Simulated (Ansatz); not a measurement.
A plane-wave DFT run in Ansatz 0.2.0 (scalar-relativistic PAW potentials unless the input names others): input and command.

```yaml
crystal:
  lattice:
    - [3.6692796323, 0.0, 0.0]
    - [-1.8346398162, 3.1776893752, 0.0]
    - [0.0, 0.0, 5.8062614062]
  atoms:
    - { symbol: Sn, position: [0.0, 0.0, 0.0] }
    - { symbol: S, position: [0.6666666667, 0.3333333333, 0.2546020429] }
    - { symbol: S, position: [0.3333333333, 0.6666666667, 0.7453979571] }
basis:
  ecutrho_ratio: 8
kpoints:
  mp_grid: { grid: [12, 12, 6] }
hamiltonian:
  xc: pbe
  dispersion: d3bj
  pseudopotentials: { kind: nc }
scf:
  occupations: { method: fixed }
output:
  forces: true
  eigenvalues: true
  stress: true
relax:
  adjacent_minimum: "off"
  f_tol: 0.001
  max_steps: 60
  cell: { stress_tol: 0.02, p_target: 12.0 }
magnetization:
  noncollinear: true
  spin_orbit: true
```

```bash
ansatz run input.yaml --threads 1 --pin off --max-ram 3072MiB --backend cpu --events-out ev --progress --plain --runs-dir out
```

Abridged log:
```
Error: inconsistent input (magnetization.spin_orbit, hamiltonian.pseudopotentials.kind): true requires a fully-relativistic hamiltonian.pseudopotentials.kind (nc_fr or paw_fr), or kind: all_electron without datasets and azcp, which then solves Dirac's equation on LAPW. paw_fr resolves this project's PAW files (source: ansatz) by j as it reads them
```

Apart from outputs and empty bands, the input differs from a reference run on usual settings in basis.ecutrho_ratio: not typed → 8; hamiltonian.pseudopotentials: not typed → {"kind": "nc"}; magnetization: not typed → {"noncollinear": true, "spin_orbit": true}; basis.ecutwfc: 420 → not typed. The reference, at the same start, ended its own course with pressure 12.00 GPa, largest force 0.000 eV/Å, gap on the mesh 0.33 eV. The program refused this input.